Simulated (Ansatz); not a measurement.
**17O NMR of the central transition in Al2O3**

Cell: a computed structure from the Materials Project (it need not be an observed phase).

Space group Ia-3 (No. 206); a = 8.8753 Å.

| site | Wyckoff | site symmetry | x | y | z |
| --- | --- | --- | --- | --- | --- |
| Al1 | 8b | .-3. | 0.7500 | 0.2500 | 0.2500 |
| Al2 | 24d | 2.. | 0.7500 | 0.4622 | 0.5000 |
| O | 48e | 1 | 0.8862 | 0.6110 | 0.1597 |

One atom of each set is listed; the run and its k-mesh use a cell of 40 atoms with edges of 7.69, 7.69, 7.69 Å.

Computed with Ansatz: DFT, PBE, plane waves and PAW, scalar-relativistic, 420 eV cutoff, Γ-centred 4×4×4 k-points, Fermi–Dirac smearing 0.02 eV.

17O has I = 5/2 and Q = -25.58 mb (Pyykkö 2018); at 14.1 T its Larmor frequency is ν₀ = 81.4 MHz. Only the quadrupole interaction is simulated: positions count from each site's isotropic chemical shift, and J coupling is left out, as are shift anisotropy and dipolar coupling, which fast spinning averages.

(1) Give C_Q, η, the quadrupolar product P_Q = |C_Q|(1 + η²/3)^½, the second-order isotropic shift and the breadth of the pattern (fast magic-angle spinning) for each O site.

## Answers

(1) 

| site | first shell | C_Q (MHz) | η | P_Q (MHz) | δ_QIS (ppm) | breadth (kHz) |
| --- | --- | --- | --- | --- | --- | --- |
| O | 4 Al at 1.85–1.97 Å | 1.49 | 0.37 | 1.52 | -2.09 | 0.393 |

δ_QIS = −(ν_Q²/30ν₀²)[I(I+1) − 3/4](1 + η²/3) × 10⁶ ppm with ν_Q = 3|C_Q|/[2I(2I−1)]; it falls as 1/B₀² in ppm, and the breadth as 1/B₀ in kHz.

At this cell the PBE pressure is 8 GPa, so with PBE the cell would grow if it were relaxed. The entry's cell may itself be off.

The run took 51 s of wall time (51 s of CPU time) and 0.77 GiB at its peak, on 1 thread of Arm Neoverse V1 (aarch64; 8 cores open to the job, memory cap 2.5 GiB, no GPU), a shared host with a load of 0.6 a core.
